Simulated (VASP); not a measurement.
# BAs (F-43m) in VASP: further runs, part 2 of 2

VASP 6.6.1.

### 4 Phonons, LDA

POSCAR reads:

```
BAs
1.0
    0.0000000000      2.3711456976      2.3711456976
    2.3711456976      0.0000000000      2.3711456976
    2.3711456976      2.3711456976      0.0000000000
  B               As
     1     1
Direct
     0.0000000000000000    0.0000000000000000    0.0000000000000000
     0.2500000000000000    0.2500000000000000    0.2500000000000000
```

INCAR.step1 reads:

```
SYSTEM = BAs
PREC = Accurate ; ENCUT = 600
EDIFF = 1E-8 ; ISMEAR = 0
SIGMA = 0.03 ; LREAL = .False.
LASPH = .True. ; NELM = 80
ALGO = Normal ; ISIF = 3
LWAVE = .False. ; LCHARG = .False.
GGA = CA ; PSTRESS = -15.0
IBRION = 2 ; NSW = 40
EDIFFG = -0.002
```

INCAR.step2 reads:

```
SYSTEM = BAs
PREC = Accurate ; ENCUT = 600
EDIFF = 1E-8 ; ISMEAR = 0
SIGMA = 0.03 ; LREAL = .False.
LASPH = .True. ; NELM = 80
ALGO = Normal ; ISIF = 2
LWAVE = .False. ; LCHARG = .False.
GGA = CA ; PSTRESS = -15.0
IBRION = 6 ; NFREE = 2
POTIM = 0.015 ; NSW = 1
```

KPOINTS reads:

```
Automatic mesh
0
Gamma
  10 10 10
  0 0 0
```

Potentials or basis: VASP PAW LDA potentials, release 64 (B, As).

Launch:

```bash
$ cat potpaw_LDA.64/B/POTCAR potpaw_LDA.64/As/POTCAR > POTCAR
$ cp INCAR.step1 INCAR
$ mpirun -np 1 vasp_std > vasp.out
$ cp CONTCAR POSCAR
$ cp INCAR.step2 INCAR
$ mpirun -np 1 vasp_std > vasp.out
```

OUTCAR:

```text
SYSTEM = BAs
   PREC = Accurate
   ENCUT = 600
   EDIFF = 1E-8
   ISMEAR = 0
   LREAL = .False.
   LASPH = .True.
   NELM = 80
   ISIF = 2
   GGA = CA
   PSTRESS = -15.0
   IBRION = 6
   NFREE = 2
   POTIM = 0.015
   NSW = 1

 ion  position               nearest neighbor table
   1  0.000  0.000  0.000-   2 2.06   2 2.06   2 2.06   2 2.06
   2  0.250  0.250  0.250-   1 2.06   1 2.06   1 2.06   1 2.06

  LATTYP: Found a face centered cubic cell.
 ALAT       =     4.7586904517

  Lattice vectors:

 A1 = (   0.0000000000,   2.3793452259,   2.3793452259)
 A2 = (   2.3793452259,   0.0000000000,   2.3793452259)
 A3 = (   2.3793452259,   2.3793452259,   0.0000000000)

Analysis of symmetry for initial positions (statically):
=====================================================================
 Subroutine PRICEL returns:
 Original cell was already a primitive cell.

 Routine SETGRP: Setting up the symmetry group for a
 face centered cubic supercell.

 Subroutine GETGRP returns: Found 24 space group operations
 (whereof 24 operations were pure point group operations)
 out of a pool of 48 trial point group operations.

The static configuration has the point symmetry T_d .

Analysis of symmetry for dynamics (positions and initial velocities):
=====================================================================
 Subroutine PRICEL returns:
 Original cell was already a primitive cell.

 Routine SETGRP: Setting up the symmetry group for a
 face centered cubic supercell.

 Subroutine GETGRP returns: Found 24 space group operations
[... 312 lines left out ...]
  free energy    TOTEN  =       -12.92424891 eV

  energy without entropy =      -12.92424891  energy(sigma->0) =      -12.92424891

 E-fermi :   6.5075     XC(G=0): -10.8320

 val. band max:        6.3935801093   @ k =   0.0000   0.0000   0.0000
 cond. band min:       7.3971990475   @ k =   0.0000   0.4000   0.4000
 fundamental gap:      1.0036189382
 Fermi energy:         6.5074596584

 k-point     1 :       0.0000    0.0000    0.0000
  band No.  band energies     occupation
      1      -9.1942      2.00000
      2       6.1805      2.00000
      3       6.2881      2.00000
      4       6.3936      2.00000
      5       9.4689      0.00000
      6       9.5500      0.00000
      7       9.6341      0.00000
      8      11.1273      0.00000
[... 243 lines left out ...]
 k-point    24 :       0.4000    0.3000    0.0000
  band No.  band energies     occupation
      1      -6.5321      2.00000
      2      -0.1664      2.00000
      3       2.2921      2.00000
      4       2.7618      2.00000
      5       7.9220      0.00000
      6       9.6246      0.00000
      7      15.1356      0.00000
      8      15.3767      0.00000

 [... further k-points ...]

------------------------ aborting loop because EDIFF is reached ----------------------------------------

  FORCE on cell =-STRESS in cart. coord.  units (eV):
  Direction    XX          YY          ZZ          XY          YZ          ZX
  --------------------------------------------------------------------------------------
  -------------------------------------------------------------------------------------
  Total       -0.2522286     -0.2487445     -0.2487445      0.0000000      0.1098125      0.0000000
  in kB      -15.0003910    -14.7931878    -14.7931878      0.0000000      6.5307033      0.0000000
  external PRESSURE =       0.1377445 kB  Pullay stress =     -15.0000000 kB
[... 21 lines left out ...]
  energy  without entropy=      -12.9242489148  energy(sigma->0) =      -12.92424891

  enthalpy is  TOTEN    =       -13.1764709648 eV   P V=       -0.2522220500

 INTERNAL STRAIN TENSORS FROM DISPLACED ATOMS
 ============================================

 INTERNAL STRAIN TENSOR FOR ION    1 for displacements in x,y,z  (eV/Angst):
          X           Y           Z          XY          YZ          ZX
  --------------------------------------------------------------------------------
  x     0.00000     0.00000     0.00000     0.00000     7.32909     0.00000
  y    -0.00000     0.00000    -0.00000     0.00000     0.00000     7.32909
  z     0.00000     0.00000     0.00000     7.32909     0.00000     0.00000

 INTERNAL STRAIN TENSOR FOR ION    2 for displacements in x,y,z  (eV/Angst):
          X           Y           Z          XY          YZ          ZX
  --------------------------------------------------------------------------------
  x     0.00000    -0.00000    -0.00000     0.00000    -7.31998     0.00000
  y    -0.00000    -0.00000    -0.00000     0.00000     0.00000    -7.31998
  z    -0.00000    -0.00000     0.00000    -7.31998     0.00000     0.00000

 Eigenvectors and eigenvalues of the dynamical matrix
 ----------------------------------------------------

   1 f  =   20.771489 THz   130.511112 2PiTHz  692.862280 cm-1    85.903936 meV
             X         Y         Z           dx          dy          dz
      0.000000  0.000000  0.000000    -0.918684   -0.172963    0.000000
      1.189673  1.189673  1.189673     0.348979    0.065703    0.000000
[... 21 lines left out ...]
   6 f/i=    0.000073 THz     0.000457 2PiTHz    0.002428 cm-1     0.000301 meV
             X         Y         Z           dx          dy          dz
      0.000000  0.000000  0.000000     0.354406   -0.022346    0.000000
      1.189673  1.189673  1.189673     0.932972   -0.058825    0.000000

 ELASTIC MODULI CONTR FROM IONIC RELAXATION (kBar)
 Direction    XX          YY          ZZ          XY          YZ          ZX
 --------------------------------------------------------------------------------
 XX          -0.0000      0.0000      0.0000     -0.0000      0.0000     -0.0000
 YY           0.0000     -0.0000     -0.0000     -0.0000     -0.0000     -0.0000
 ZZ           0.0000     -0.0000     -0.0000      0.0000     -0.0000     -0.0000
 XY          -0.0000     -0.0000      0.0000   -191.2951      0.0000      0.0000
 YZ           0.0000     -0.0000     -0.0000      0.0000   -191.2951     -0.0000
 ZX          -0.0000     -0.0000     -0.0000      0.0000     -0.0000   -191.2951
 --------------------------------------------------------------------------------
```

OUTCAR.step1:

```text
SYSTEM = BAs
   PREC = Accurate
   ENCUT = 600
   EDIFF = 1E-8
   ISMEAR = 0
   LREAL = .False.
   LASPH = .True.
   NELM = 80
   ISIF = 3
[... 560 lines left out ...]
  -------------------------------------------------------------------------------------
  Total       -0.2524911     -0.2524911     -0.2524911      0.0000000     -0.0000000      0.0000000
  in kB      -15.0160000    -15.0160000    -15.0160000      0.0000000     -0.0000000      0.0000000
  external PRESSURE =      -0.0160000 kB  Pullay stress =     -15.0000000 kB
[... 21 lines left out ...]
  energy  without entropy=      -12.9260629096  energy(sigma->0) =      -12.92606291

  enthalpy is  TOTEN    =       -13.1782849596 eV   P V=       -0.2522220500

 reached required accuracy - stopping structural energy minimisation
```

OSZICAR.step1:

```text
N       E                     dE             d eps       ncg     rms          rms(c)
DAV:   1     0.131987651362E+02    0.13199E+02   -0.41430E+03   752   0.976E+02
DAV:   2    -0.133269292608E+02   -0.26526E+02   -0.25332E+02  1144   0.112E+02
DAV:   3    -0.136970104199E+02   -0.37008E+00   -0.37008E+00   896   0.179E+01
DAV:   4    -0.136975392109E+02   -0.52879E-03   -0.52879E-03  1112   0.748E-01
[... 22 lines left out ...]
DAV:   3    -0.129260728897E+02    0.13437E-03   -0.29228E-04   856   0.962E-02    0.216E-02
DAV:   4    -0.129260637540E+02    0.91358E-05   -0.14833E-05   984   0.257E-02    0.132E-02
DAV:   5    -0.129260629418E+02    0.81214E-06   -0.11694E-06   968   0.728E-03    0.637E-03
DAV:   6    -0.129260629101E+02    0.31749E-07   -0.67917E-08   784   0.181E-03    0.484E-04
DAV:   7    -0.129260629096E+02    0.45696E-09   -0.36346E-09   480   0.395E-04
   3 F= -.13178285E+02 E0= -.13178285E+02  d E =-.128205E-02
```

Run time: 61 s. Hardware: 1 thread of Intel Xeon 6975P-C (Granite Rapids), shared host; peak memory 0.21 GiB.

What came out:

```
Relaxed volume                                          : 13.47 Å³/atom
Relaxed cell                                            : a = 3.365 Å, b = 3.365 Å, c = 3.365 Å, α = 60.00°, β = 60.00°, γ = 60.00°
Space group after relaxing (to 0.05 Å)                  : F-43m (No. 216)
Highest phonon frequency at Γ, LO-TO splitting left out : 693 cm⁻¹
```

The path:
```tsv
step	energy change (eV)	largest force (eV/Å)	pressure (GPa)	volume (Å³)
1	0.0000	0.0000	-0.01	26.66
2	0.0039	0.0000	-2.56	27.15
3	0.0013	0.0000	-1.50	26.94
```

Final structure:
```
B As
1.0
     0.00000    2.37935    2.37935
     2.37935    0.00000    2.37935
     2.37935    2.37935    0.00000
B As
1 1
Direct
  0.00000 0.00000 0.00000
  0.25000 0.25000 0.25000
```

Phonon frequencies in cm⁻¹ (negative: imaginary):
| q point | frequencies |
| --- | --- |
| (0.000, 0.000, 0.000) | 0 0 0 693 693 693 |
